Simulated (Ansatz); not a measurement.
**Ni3Si and the effect of the pressure**

The cell as given:

The structure is trigonal, space group R-3m (No. 166). The conventional cell has a = 2.586 Å, b = 2.586 Å, c = 22.986 Å, α = 90.00°, β = 90.00°, γ = 120.00°. Ni (site symmetry 3m) has 3 Si at 2.34 Å and 9 Ni at 2.52 to 2.59 Å as nearest neighbours. Ni (site symmetry -3m) has 12 Ni at 2.52 to 2.59 Å as nearest neighbours. Si (site symmetry -3m) is surrounded by 6 Ni at 2.34 Å and 6 Si at 2.59 Å.

The cell comes from a database or a generator and needn't be the stable form of this composition.

Kept alike: task relaxation of cell and atoms; functional PBEsol; k mesh 12 × 12 × 12; occupations fermi-dirac, width 0.05 eV; collinear spin, ferromagnetic start. Program: Ansatz, all-electron LAPW, scalar-relativistic. The mesh is that of the run's cell of 4 atoms. No spin-orbit coupling.

| run | volume (Å³/atom) | largest site moment (μB) |
| --- | --- | --- |
| A | 9.909 | 0.00 |
| B | 9.603 | 0.00 |
| C | 10.494 | 0.22 |
| D | 10.275 | 0.00 |
| E | 10.741 | 0.30 |

The relaxations keep at least the cell's symmetry (R-3m). For a metal such a mesh leaves the last digits unconverged. The runs follow the start's structure, whether or not it is the stable one at these pressures. P is the pressure aimed at, which the runs meet within some hundredths to tenths of a GPa. The runs hold the magnetic state that their start led to, which needn't be the lowest. Site moments count inside each atom's sphere or projector.

Q: The runs differ in the pressure alone: 0; 5; 10; 20; 30 GPa. Which run is which?

A: Run A is 20 GPa; run B is 30 GPa; run C is 5 GPa; run D is 10 GPa; run E is 0 GPa. The volume falls from 10.741 to 9.603 Å³/atom between 0 and 30 GPa. The volume falls ever more slowly, since the solid stiffens under load. At the pressures aimed at, which the runs meet within some tenths of a GPa, the step from 0 to 5 GPa gives a mean bulk modulus near 215 GPa, the last step 319 GPa. The largest site moment falls from 0.30 to 0.00 μB between 0 and 30 GPa.
